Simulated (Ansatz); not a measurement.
# TaN: the cost of one run

Computed with Ansatz 0.2.0 (DFT PBE, scalar-relativistic, plane waves, PAW, unless a step's input says otherwise).

2 further runs of the same task are left out: 1 that didn't finish, 1 set aside as unsound or not needed.

### 1 The starting structure

The structure is orthorhombic, space group Cmmm (No. 65). Conventional cell: a = 5.316 Å, b = 8.896 Å, c = 2.869 Å, α = 90.00°, β = 90.00°, γ = 90.00°. Ta (site symmetry mmm) is surrounded by 6 N at 2.59 to 2.66 Å and 6 Ta at 2.87 to 2.96 Å. Ta (site symmetry m2m) has 6 N at 1.99 to 2.35 Å in its first shell of neighbours. Around N (site symmetry mmm) lie 6 Ta at 2.35 to 2.66 Å. Around N (site symmetry 2/m) lie 6 Ta at 1.99 to 2.59 Å.

Coordinates:

```cif
data_structure
_symmetry_space_group_name_H-M 'P 1'
_symmetry_Int_Tables_number 1
_cell_length_a 5.1817
_cell_length_b 5.1817
_cell_length_c 2.8685
_cell_angle_alpha 90.000
_cell_angle_beta 90.000
_cell_angle_gamma 118.272
_cell_volume 67.83
loop_
_atom_site_label
_atom_site_type_symbol
_atom_site_fract_x
_atom_site_fract_y
_atom_site_fract_z
_atom_site_occupancy
Ta1 Ta 0.00000 0.00000 0.00000 1
Ta2 Ta 0.70893 0.29107 0.50000 1
Ta3 Ta 0.29107 0.70893 0.50000 1
N1 N 0.50000 0.50000 0.00000 1
N2 N 0.00000 0.50000 0.00000 1
N3 N 0.50000 0.00000 0.00000 1
```

The guess is a distorted database cell: TaN type (P6/mmm) distorted into a subgroup (Cmmm, No. 65).

### 2 Probe: one point on a coarse mesh

input.yaml

```yaml
crystal:
  lattice:
    - [2.65822663, -4.44795572, 0.0]
    - [2.65822663, 4.44795572, 0.0]
    - [0.0, 0.0, 2.86850013]
  atoms:
    - { symbol: Ta, position: [0.0, 0.0, 0.0] }
    - { symbol: Ta, position: [0.7089308, 0.2910692, 0.5] }
    - { symbol: Ta, position: [0.2910692, 0.7089308, 0.5] }
    - { symbol: "N", position: [0.5, 0.5, 0.0] }
    - { symbol: "N", position: [0.0, 0.5, 0.0] }
    - { symbol: "N", position: [0.5, 0.0, 0.0] }
basis:
  ecutwfc: 420
kpoints:
  mp_grid: { grid: [4, 4, 6] }
hamiltonian:
  xc: pbe
scf:
  occupations: { method: gaussian, width: 0.1 }
  lower_state_search: "off"
output:
  forces: true
  stress: true
  eigenvalues: true
```

The run is started by

```
$ ansatz run input.yaml --threads 1 --pin off --max-ram 2560MiB --backend cpu --events-out ev --progress --plain --runs-dir out
```

What time and memory should one allow on 1 thread of Intel Xeon at 2.50GHz (Skylake/Cascade Lake), shared host?

About 7.6 s, with a peak of 0.37 GiB.
